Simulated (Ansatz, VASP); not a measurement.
**Zr: VASP beside Ansatz**

File INCAR:

```
ALGO = Normal
EDIFF = 1E-7
ENCUT = 520
GGA = PE
GGA_COMPAT = False
ISIF = 2
ISMEAR = -1
LASPH = True
LCHARG = False
LMAXMIX = 4
LORBIT = 11
LORBMOM = True
LREAL = False
LSORBIT = True
LWAVE = False
MAGMOM = 0 0 0
NBANDS = 23
NELM = 150
PREC = Accurate
SIGMA = 0.05
```

Contents of KPOINTS:

```
k-points
0
Gamma
  13 13 13
```

File POSCAR:

```
Zr
1.0
    0.0000000000      2.2550000000      2.2550000000
    2.2550000000      0.0000000000      2.2550000000
    2.2550000000      2.2550000000      0.0000000000
Zr
1
Direct
    0.0000000000      0.0000000000      0.0000000000
```

Input for Ansatz:

```yaml
crystal:
  lattice:
    - [0.0, 2.255, 2.255]
    - [2.255, 0.0, 2.255]
    - [2.255, 2.255, 0.0]
  atoms:
    - { symbol: Zr, position: [0.0, 0.0, 0.0] }
kpoints:
  mp_grid: { grid: [13, 13, 13] }
  band_path:
    path:
      - [0.0, 0.0, 0.0]
      - [0.5, 0.0, 0.5]
      - [0.625, 0.25, 0.625]
      - [0.375, 0.375, 0.75]
      - [0.0, 0.0, 0.0]
      - [0.5, 0.5, 0.5]
      - [0.5, 0.25, 0.75]
      - [0.5, 0.0, 0.5]
    npoints: 5
scf:
  occupations: { method: fermi_dirac, width: 0.05 }
hamiltonian:
  xc: pbe
  pseudopotentials: { kind: all_electron, lapw: { basis_error: 0.0005 } }
output:
  forces: true
  stress: true
  eigenvalues: true
magnetization:
  noncollinear: true
  spin_orbit: true
```

Alike in both runs: task single point; functional PBE; k mesh 13 × 13 × 13; occupations fermi-dirac, width 0.05 eV; non-collinear spin, spin-orbit coupling.

```csv
,VASP,Ansatz
version,VASP 6.6.1,Ansatz 0.2.0
potentials or method,"VASP PAW PBE potentials, release 64 (Zr_sv)",all-electron LAPW
plane-wave cutoff (eV),520,see its input
```

```tsv
	VASP	Ansatz	Ansatz less VASP
pressure (GPa)	1.2	1.2	+0.04
net moment per atom (μB)	0.00	0.00	0.000
```

Ansatz ran all-electron here, so the differences hold the error of VASP's frozen core and of both bases.
